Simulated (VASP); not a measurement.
Wanted: the native input for a VASP 6.6.1 run.

```yaml
Task: relaxation of cell and atoms
Functional: PBEsol
Dispersion: D3
Potentials_or_basis: VASP PAW PBE potentials, release 64 (Zn, S)
Cutoff: 600 eV
k_mesh: 8 × 8 × 5
Occupations: fermi-dirac, width 0.05 eV
Spin: no spin polarisation
Further_INCAR_settings: ALGO = Normal; EDIFF = 1e-06; IBRION = 2; EDIFFG = -0.005; NSW = 60; ISIF = 3
```

The structure of ZnS (Wurtzite-2H) lies in POSCAR:

```
ZnS
1.0
    3.8110000000      0.0000000000      0.0000000000
   -1.9055000000      3.3004228138      0.0000000000
    0.0000000000      0.0000000000      6.2340000000
Zn S
2 2
Direct
    0.6666666667      0.3333333333      0.5000000000
    0.3333333333      0.6666666667      0.0000000000
    0.6666666667      0.3333333333      0.8850000000
    0.3333333333      0.6666666667      0.3850000000
```

These files were run (other wordings do the same):

INCAR

```
PREC = Accurate
ENCUT = 600
EDIFF = 1E-6
ISMEAR = -1
SIGMA = 0.05
LREAL = F
LASPH = T
NELM = 80
ALGO = Normal
ISIF = 3
LWAVE = F
LCHARG = F
GGA = PS
IVDW = 11
IBRION = 2
NSW = 60
EDIFFG = -0.005
```

KPOINTS

```
regular mesh
0
Gamma
  8 8 5
```

Potentials or basis: VASP PAW PBE potentials, release 64 (Zn, S).

Command:

```bash
$ cat potpaw_PBE.64/Zn/POTCAR potpaw_PBE.64/S/POTCAR > POTCAR
$ mpirun -np 1 vasp_std > vasp.out
```

It gave:

* Relaxed volume: 18.76 Å³/atom
* Relaxed cell: a = 3.753 Å, b = 3.753 Å, c = 6.151 Å, α = 90.00°, β = 90.00°, γ = 120.00°
* Space group after relaxing (to 0.05 Å): P6_3mc (No. 186)
* Energy gained by relaxing: 14.2 meV/atom
* Ionic steps: 12
* Pressure after relaxing: 0.0 GPa
* Band gap on the k mesh: 2.28 eV, direct
* Dispersion energy per atom: -0.226 eV

Caveat: the PAW data sets were made with another functional, which shifts forces and pressure a little.

Run time: 6.4 min on 1 thread of Intel(R) Xeon(R) Platinum 8488C (Sapphire Rapids) (shared host), peak memory 0.24 GiB.
